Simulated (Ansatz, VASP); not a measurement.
## Sn32Se29S3 (SnS0.1Se0.9, orthorhombic layered): VASP beside Ansatz

One calculation is typed for both programs; each brings its own data sets. How far apart do they land? The cell is invented: As first built, before any earlier steps moved the atoms (in the runner's words): 1x4x2 conventional cells of the SnSe type (64 atoms: 3 S, 29 Se, 32 Sn); Se/S share their sites, the best of 600 random draws by like-pair counts in two shells; start lattice by linear mixing of the end members' cells; atoms moved at random by 0.02 A. It may not be a known or stable phase. The structure shown is the start of the Ansatz relaxation below; VASP solves that cell, so the two are compared at the walk's first step.

Calculated with Ansatz 0.2.0; plane waves, with VASP 6.6.1 beside it; single point at PBE.

### Step 1. The starting structure

The cell holds 64 atoms: 3 S, 29 Se and 32 Sn. Cell: a = 11.398 Å, b = 16.679 Å, c = 8.895 Å, α = 90.0°, β = 90.0°, γ = 90.0°. It derives from SnSe (SnSe type, space group 62), repeated 1×4×2. As first built, before any earlier steps moved the atoms (in the runner's words): 1x4x2 conventional cells of the SnSe type (64 atoms: 3 S, 29 Se, 32 Sn); Se/S share their sites, the best of 600 random draws by like-pair counts in two shells; start lattice by linear mixing of the end members' cells; atoms moved at random by 0.02 A.

### Step 2. Ansatz: relaxation, PBE

Ansatz runs on its default PAW (the set named soft_2) files.

The two programs are compared at the cell with which this relaxation starts, whose forces are those of its first step.

input.yaml

```yaml
crystal:
  lattice:
    - [11.398, 0.0, 0.0]
    - [0.0, 16.6788, 0.0]
    - [0.0, 0.0, 8.8948]
  atoms:
    - { symbol: S, position: [0.14336, 0.18551, 0.25964] }
    - { symbol: S, position: [0.85666, 0.06236, 0.23896] }
    - { symbol: S, position: [0.35689, 0.81231, 0.00786] }
    - { symbol: Se, position: [0.35866, 0.06419, 0.00829] }
    - { symbol: Se, position: [0.6426, 0.18883, 0.49023] }
    - { symbol: Se, position: [0.35684, 0.06276, 0.50853] }
    - { symbol: Se, position: [0.14176, 0.18718, 0.75765] }
    - { symbol: Se, position: [0.85651, 0.06082, 0.74199] }
    - { symbol: Se, position: [0.6394, 0.18701, 0.99543] }
    - { symbol: Se, position: [0.35793, 0.31264, 0.00525] }
    - { symbol: Se, position: [0.14761, 0.43827, 0.25533] }
    - { symbol: Se, position: [0.8537, 0.31338, 0.23884] }
    - { symbol: Se, position: [0.64257, 0.4375, 0.49375] }
    - { symbol: Se, position: [0.35753, 0.3138, 0.50604] }
    - { symbol: Se, position: [0.14437, 0.43851, 0.75824] }
    - { symbol: Se, position: [0.85688, 0.31562, 0.74212] }
    - { symbol: Se, position: [0.64497, 0.4379, 0.98967] }
    - { symbol: Se, position: [0.35415, 0.56189, 0.0077] }
    - { symbol: Se, position: [0.14585, 0.68653, 0.2584] }
    - { symbol: Se, position: [0.85417, 0.56387, 0.24703] }
    - { symbol: Se, position: [0.64078, 0.68435, 0.49244] }
    - { symbol: Se, position: [0.35662, 0.56274, 0.50782] }
    - { symbol: Se, position: [0.14258, 0.68813, 0.75767] }
    - { symbol: Se, position: [0.85965, 0.56086, 0.74509] }
    - { symbol: Se, position: [0.64343, 0.68706, 0.98747] }
    - { symbol: Se, position: [0.14516, 0.93623, 0.25754] }
    - { symbol: Se, position: [0.85714, 0.81252, 0.24186] }
    - { symbol: Se, position: [0.64349, 0.93728, 0.49196] }
    - { symbol: Se, position: [0.35667, 0.81134, 0.50537] }
    - { symbol: Se, position: [0.14157, 0.93566, 0.75748] }
    - { symbol: Se, position: [0.8574, 0.81317, 0.7457] }
    - { symbol: Se, position: [0.64208, 0.93827, 0.99065] }
    - { symbol: Sn, position: [0.1218, 0.06114, 0.04576] }
    - { symbol: Sn, position: [0.37786, 0.18667, 0.29352] }
    - { symbol: Sn, position: [0.62367, 0.06132, 0.20661] }
    - { symbol: Sn, position: [0.87592, 0.18904, 0.45758] }
    - { symbol: Sn, position: [0.12154, 0.06479, 0.54557] }
    - { symbol: Sn, position: [0.37705, 0.18849, 0.7958] }
    - { symbol: Sn, position: [0.6254, 0.06324, 0.70624] }
    - { symbol: Sn, position: [0.87705, 0.18651, 0.95501] }
    - { symbol: Sn, position: [0.12128, 0.31173, 0.04748] }
    - { symbol: Sn, position: [0.37981, 0.43863, 0.29732] }
    - { symbol: Sn, position: [0.6227, 0.31382, 0.2084] }
    - { symbol: Sn, position: [0.87824, 0.43715, 0.45534] }
    - { symbol: Sn, position: [0.12627, 0.31235, 0.54089] }
    - { symbol: Sn, position: [0.37632, 0.43738, 0.79683] }
    - { symbol: Sn, position: [0.62536, 0.31322, 0.70467] }
    - { symbol: Sn, position: [0.87449, 0.4403, 0.9463] }
    - { symbol: Sn, position: [0.12103, 0.56334, 0.04505] }
    - { symbol: Sn, position: [0.37597, 0.68721, 0.29773] }
    - { symbol: Sn, position: [0.6229, 0.56413, 0.20553] }
    - { symbol: Sn, position: [0.87593, 0.68849, 0.45484] }
    - { symbol: Sn, position: [0.12322, 0.56142, 0.54473] }
    - { symbol: Sn, position: [0.37415, 0.68538, 0.79798] }
    - { symbol: Sn, position: [0.6229, 0.56141, 0.70295] }
    - { symbol: Sn, position: [0.87908, 0.68712, 0.95576] }
    - { symbol: Sn, position: [0.12443, 0.81476, 0.04307] }
    - { symbol: Sn, position: [0.37754, 0.93833, 0.29795] }
    - { symbol: Sn, position: [0.62343, 0.81194, 0.20586] }
    - { symbol: Sn, position: [0.87601, 0.93706, 0.45317] }
    - { symbol: Sn, position: [0.12445, 0.8122, 0.54576] }
    - { symbol: Sn, position: [0.37641, 0.9401, 0.79905] }
    - { symbol: Sn, position: [0.62178, 0.81211, 0.70234] }
    - { symbol: Sn, position: [0.87836, 0.93754, 0.95293] }
kpoints:
  mp_grid: { grid: [2, 1, 2], shift: [0.5, 0.0, 0.5] }
hamiltonian:
  xc: pbe
scf:
  occupations: { method: fermi_dirac, width: 0.01 }
output:
  forces: true
  stress: true
relax:
  f_tol: 0.02
  max_steps: 45
  cell: { stress_tol: 0.1 }
```

Launch:

```console
> ansatz run input.yaml --threads 8 --pin off --max-ram 15360MiB --backend cpu --events-out ev --progress --plain --runs-dir out
```

Numbers of over 12 decimals in the logs are rounded to 6 here.

Log:

```text
The last accepted step is kept in <dir> (removed where the run ends without a failure and the disk answers)
Engine: ansatz 0.2.0, x86_64-unknown-linux-gnu
Pseudopotentials: kind: paw
Pseudopotential: S, paw, valence charge 6, recommended cutoff 420 eV (normal), S.paw.azcp
Pseudopotential: Se, paw, valence charge 16, recommended cutoff 420 eV (normal), Se.paw.azcp
Pseudopotential: Sn, paw, valence charge 14, recommended cutoff 420 eV (normal), Sn.paw.azcp
Functional definition: PBE
  parameter kappa = 0.804
  parameter beta = 0.066725
  exchange = pbe_x(kappa = kappa, mu = beta*pi^2/3)
  correlation = pbe_c(beta = beta)
Crystal: 64 atoms, lattice volume = 1690.946 Å³
Basis set: ecut = 420 eV, 33005 PW (Γ), exchange–correlation on 160×240×120 points (8 copies of the dense FFT grid, shifted against one another)
Bands: 558, of which v1, the nominal top of the filled ones, is band 465 counted from 1 (464 counted from 0)
Symmetry: 1 space group operations
Space group: P1 (ITA 1), of the structure as read, at distance tolerance 1.2e-4 Å
k-points: 2 of 4 (time reversal used)
Non-local potential: S, projectors of the file, l = 0: 2, l = 1: 2, l = 2: 2
Non-local potential: Se, projectors of the file, l = 0: 2, l = 1: 2, l = 2: 3, l = 3: 1
Non-local potential: Sn, projectors of the file, l = 0: 2, l = 1: 2, l = 2: 2, l = 3: 2
PAW form: soft (Blöchl's): semilocal exchange-correlation on the pseudo side does not see the compensation charge
PAW one-centre angular grid: S, 110 points (default); XC on 64 Gauss nodes
PAW one-centre angular grid: Se, 590 points (default); XC on 64 Gauss nodes
PAW one-centre angular grid: Sn, 590 points (default); XC on 64 Gauss nodes
Initial density: superposition of atomic densities (neutral atoms: chi_scale 0, normalization atom), corrected by the library's trained network
Initial wavefunctions: pseudopotential atomic-orbital guess
Functional: x = pbe(κ = 0.804, μ = 0.219515), c = pbe(β = 0.066725)
SCF iter   1: F=—  HF=-354111.119294 eV  |F-HF|=—  |Δ(HF+E_count)|=         —  Δρ=1.47e-3  dr2=3.29e-2  ethr=1.77e-3  ⟨swp⟩=6.0  Hψ=4102  notcnv=0  defer=15
preconditioner: auto → Resta (q_TF=auto, 2.470 Å⁻¹)  ε∞=2.9  [insulator: Δε(μ)=1.089 eV  Ē_g=16.697 eV  σ=0.010 eV  W_gap=1.00  n_scr=450 (ndim 8)  ℏωp=22.8 eV  f_vac=0.001  D(μ)=0.00/eV (n_scr^D=0)  ε∞_Penn≈2.9]
SCF iter   2: F=—  HF=-354111.094852 eV  |F-HF|=—  |Δ(HF+E_count)|=   2.44e-2  Δρ=7.87e-4  dr2=8.29e-3  ethr=3.53e-6  ⟨swp⟩=2.0  Hψ=2226  notcnv=0  defer=174
SCF iter   3: F=—  HF=-354111.097987 eV  |F-HF|=—  |Δ(HF+E_count)|=   3.14e-3  Δρ=2.77e-4  dr2=8.65e-4  ethr=8.91e-7  ⟨swp⟩=2.0  Hψ=1838  notcnv=0  defer=174
SCF iter   4: F=—  HF=-354111.097967 eV  |F-HF|=—  |Δ(HF+E_count)|=   1.99e-5  Δρ=1.07e-4  dr2=1.37e-4  ethr=9.30e-8  ⟨swp⟩=2.0  Hψ=1872  notcnv=0  defer=174
SCF iter   5: F=—  HF=-354111.098011 eV  |F-HF|=—  |Δ(HF+E_count)|=   4.43e-5  Δρ=1.88e-5  dr2=7.39e-6  ethr=1.47e-8  ⟨swp⟩=2.0  Hψ=1582  notcnv=0  defer=174
SCF iter   6: F=—  HF=-354111.098101 eV  |F-HF|=—  |Δ(HF+E_count)|=   8.98e-5  Δρ=7.73e-6  dr2=1.08e-6  ethr=7.94e-10  ⟨swp⟩=2.0  Hψ=1872  notcnv=0  defer=174
SCF iter   7: F=—  HF=-354111.098101 eV  |F-HF|=—  |Δ(HF+E_count)|=   3.66e-7  Δρ=2.12e-6  dr2=1.97e-7  ethr=1.16e-10  ⟨swp⟩=2.0  Hψ=1872  notcnv=0  defer=174
SCF iter   8: F=-354111.098101 eV  HF=-354111.098101 eV  |F-HF|=1.40e-9  |Δ(HF+E_count)|=   9.72e-9  Δρ=7.17e-7  dr2=1.50e-8  ethr=1.08e-11  ⟨swp⟩=4.0  Hψ=3850  notcnv=0
SCF 1 converged in 8 iterations: F = -354111.098101 eV  dr2 = 1.50e-8
  greatest PAW one-centre occupation: 1.000 electrons in one spin orbital (limit 2), on the Se atom at site 23 (counted from 0), in its partial waves of l = 2
relax step   1: F+E_penalty+E_count = -354111.09810121 eV  Δ(F+E_penalty+E_count) = +0.000e0 eV  max|allowed force component| = 6.868e-1 eV/Å  Δτ_max = 0.0000 Å  P = +2.503 GPa  Ω = 1690.946 Å³  (8 SCF iters, dr2 threshold 1.00e-7 eV, accepted)
Crystal: 64 atoms, lattice volume = 1861.748 Å³
Basis set: ecut = 420 eV, 36333 PW (Γ), exchange–correlation on 160×240×120 points (8 copies of the dense FFT grid, shifted against one another)
Initial density: handed on by an earlier stage of this run
Initial wavefunctions: those handed on with the density
iter 1 solved again at ethr=1.12e-4 eV; its pass at ethr=3.10e-3 eV (dr2=1.05e0 eV) is discarded
SCF iter   1: F=—  HF=-354112.211044 eV  |F-HF|=—  |Δ(HF+E_count)|=         —  Δρ=5.55e-3  dr2=1.04e0  ethr=1.12e-4  ⟨swp⟩=6.0  Hψ=6212  notcnv=0  defer=2
preconditioner: auto → Resta (q_TF=auto, 2.430 Å⁻¹)  ε∞=2.8  [insulator: Δε(μ)=1.136 eV  Ē_g=16.375 eV  σ=0.010 eV  W_gap=1.00  n_scr=458 (ndim 8)  ℏωp=21.8 eV  f_vac=0.009  D(μ)=0.00/eV (n_scr^D=0)  ε∞_Penn≈2.8]
SCF iter   2: F=—  HF=-354111.987993 eV  |F-HF|=—  |Δ(HF+E_count)|=   2.23e-1  Δρ=2.60e-3  dr2=2.35e-1  ethr=1.12e-4  ⟨swp⟩=3.0  Hψ=2032  notcnv=0  defer=84
[...]
atom  12  Se    -0.00311785     0.00061196    -0.00128417
  atom  13  Se     0.00289627     0.00103506     0.00126208
  atom  14  Se    -0.00199615     0.00152975     0.00217686
  atom  15  Se     0.00351012     0.00212601     0.00272424
  atom  16  Se    -0.00487088     0.00357406    -0.00322441
  atom  17  Se     0.00284978     0.00172213    -0.00187807
  atom  18  Se    -0.00441052    -0.00028463    -0.00038032
  atom  19  Se     0.00145012    -0.00065502     0.00344581
  atom  20  Se    -0.00172626     0.00156517    -0.00141330
  atom  21  Se     0.00488950    -0.00058506    -0.00062845
  atom  22  Se    -0.00443785    -0.00068724     0.00395274
  atom  23  Se     0.00126734    -0.00289698    -0.00147544
  atom  24  Se    -0.00247106     0.00174126    -0.00005730
  atom  25  Se     0.00347244     0.00060593    -0.00234044
  atom  26  Se     0.00284024    -0.00095146     0.00173481
  atom  27  Se    -0.00002366    -0.00154421     0.00181038
  atom  28  Se     0.00049539    -0.00303427     0.00481038
  atom  29  Se    -0.00409429    -0.00167562     0.00164142
  atom  30  Se     0.00364788    -0.00285580     0.00158048
  atom  31  Se    -0.00331668    -0.00223944    -0.00431485
  atom  32  Se     0.00088891    -0.00268075    -0.00395186
  atom  33  Sn    -0.00386107     0.00549917     0.00476943
  atom  34  Sn    -0.00183031    -0.00130402    -0.00462320
  atom  35  Sn     0.00124486     0.00104990     0.00432200
[...]
atom  57  Sn     0.00076572     0.00450781    -0.00124290
  atom  58  Sn    -0.00125961     0.00102861    -0.00326887
  atom  59  Sn    -0.00245106     0.00174382    -0.00061337
  atom  60  Sn     0.00502786     0.00851746    -0.00460481
  atom  61  Sn     0.00003746     0.00246985    -0.00273885
  atom  62  Sn     0.00094062    -0.00184525     0.00380797
  atom  63  Sn    -0.00360976     0.00089241    -0.00169637
  atom  64  Sn     0.00099511     0.00339708     0.00470117
  max |Σ_I F_I| component: 1.82e-6 eV/Å
--- Stress (GPa, compression-positive) ---
        0.005737       0.001279      -0.000784
        0.001279      -0.008664      -0.000098
       -0.000784      -0.000098      -0.013563
  P = ⅓ Tr σ = -0.0055 GPa (-0.055 kbar)
--- Relaxed structure (6 steps of the walk, 6 accepted, 1 SCFs on fresh bases) ---
  F+E_penalty+E_count = -354112.54529836 eV   max|allowed force component| = 8.517e-3 eV/Å   (the final SCF, on the basis selected at the relaxed cell)
  cell:  # Å, volume = 1795.7655 Å³
    - [11.661261, -0.000528616, -0.00350772]
    - [-0.000773529, 16.775168, -0.000971792]
    - [-0.00273736, -0.000518257, 9.179886]
  atoms:
    - { symbol: S, position: [0.149923, 0.187378, 0.255956] }
    - { symbol: S, position: [0.850508, 0.062624, 0.244394] }
    - { symbol: S, position: [0.349044, 0.813204, 0.00564123] }
    - { symbol: Se, position: [0.354354, 0.061873, 0.014533] }
    - { symbol: Se, position: [0.645873, 0.187278, 0.486650] }
    - { symbol: Se, position: [0.354682, 0.062815, 0.510206] }
    - { symbol: Se, position: [0.144840, 0.187068, 0.763298] }
    - { symbol: Se, position: [0.855119, 0.062605, 0.736087] }
    - { symbol: Se, position: [0.645883, 0.186621, 0.989377] }
    - { symbol: Se, position: [0.356268, 0.312173, 0.012991] }
    - { symbol: Se, position: [0.144662, 0.436760, 0.263736] }
    - { symbol: Se, position: [0.856613, 0.311432, 0.237110] }
    - { symbol: Se, position: [0.644863, 0.437144, 0.487980] }
    - { symbol: Se, position: [0.354607, 0.311452, 0.510797] }
    - { symbol: Se, position: [0.144276, 0.437142, 0.761432] }
    - { symbol: Se, position: [0.856762, 0.311740, 0.737583] }
    - { symbol: Se, position: [0.645239, 0.437317, 0.986880] }
    - { symbol: Se, position: [0.355436, 0.563233, 0.012837] }
    - { symbol: Se, position: [0.145529, 0.688570, 0.259767] }
    - { symbol: Se, position: [0.855773, 0.562739, 0.237913] }
    - { symbol: Se, position: [0.644410, 0.688107, 0.487763] }
    - { symbol: Se, position: [0.355997, 0.563304, 0.512816] }
    - { symbol: Se, position: [0.143295, 0.687982, 0.763210] }
    - { symbol: Se, position: [0.855743, 0.562685, 0.737346] }
    - { symbol: Se, position: [0.643780, 0.687851, 0.987209] }
    - { symbol: Se, position: [0.144503, 0.937756, 0.260915] }
    - { symbol: Se, position: [0.854096, 0.813553, 0.236355] }
    - { symbol: Se, position: [0.643464, 0.937893, 0.486201] }
    - { symbol: Se, position: [0.354346, 0.812867, 0.514234] }
    - { symbol: Se, position: [0.142863, 0.938211, 0.763067] }
    - { symbol: Se, position: [0.855876, 0.813482, 0.737768] }
    - { symbol: Se, position: [0.645232, 0.938605, 0.989721] }
    - { symbol: Sn, position: [0.119094, 0.066698, 0.067040] }
    - { symbol: Sn, position: [0.375314, 0.187265, 0.306152] }
    - { symbol: Sn, position: [0.625130, 0.062676, 0.193926] }
    - { symbol: Sn, position: [0.881323, 0.183135, 0.433311] }
    - { symbol: Sn, position: [0.119046, 0.062532, 0.561954] }
    - { symbol: Sn, position: [0.381719, 0.186559, 0.813056] }
    - { symbol: Sn, position: [0.618087, 0.062853, 0.687683] }
    - { symbol: Sn, position: [0.881898, 0.187200, 0.937610] }
    - { symbol: Sn, position: [0.119999, 0.308213, 0.067971] }
    - { symbol: Sn, position: [0.381266, 0.437495, 0.312375] }
    - { symbol: Sn, position: [0.619470, 0.312301, 0.188002] }
    - { symbol: Sn, position: [0.881400, 0.437023, 0.437866] }
    - { symbol: Sn, position: [0.118666, 0.312267, 0.561475] }
    - { symbol: Sn, position: [0.380497, 0.437925, 0.812089] }
    - { symbol: Sn, position: [0.620272, 0.312015, 0.688283] }
    - { symbol: Sn, position: [0.882100, 0.437481, 0.938164] }
    - { symbol: Sn, position: [0.119101, 0.562153, 0.062312] }
    - { symbol: Sn, position: [0.381403, 0.688052, 0.312823] }
    - { symbol: Sn, position: [0.619269, 0.562425, 0.187559] }
    - { symbol: Sn, position: [0.881055, 0.688621, 0.437391] }
    - { symbol: Sn, position: [0.119485, 0.562602, 0.561315] }
    - { symbol: Sn, position: [0.379570, 0.692225, 0.817348] }
    - { symbol: Sn, position: [0.619264, 0.562559, 0.688764] }
    - { symbol: Sn, position: [0.881146, 0.687982, 0.938349] }
    - { symbol: Sn, position: [0.124273, 0.813238, 0.056615] }
    - { symbol: Sn, position: [0.381027, 0.937552, 0.312251] }
    - { symbol: Sn, position: [0.618412, 0.813035, 0.188454] }
    - { symbol: Sn, position: [0.880129, 0.941666, 0.432086] }
    - { symbol: Sn, position: [0.117307, 0.812925, 0.561757] }
    - { symbol: Sn, position: [0.379167, 0.933725, 0.817886] }
    - { symbol: Sn, position: [0.619664, 0.813027, 0.688276] }
    - { symbol: Sn, position: [0.881921, 0.937921, 0.938101] }
```

(Continued in part 2 of 2.)

[Lines on the potential files, build, host, timing and source positions are cut from VASP's logs without a mark.]

[Logs are printed without paths, hosts, clocks, repeated set-up lines and the standing remarks that a program may print on its own settings, such as how far it seeks lower states.]

[Hosts, paths, dates, database ids (printed as entryN), source tags and the programs' standing remarks are cut or masked in the printed files.]
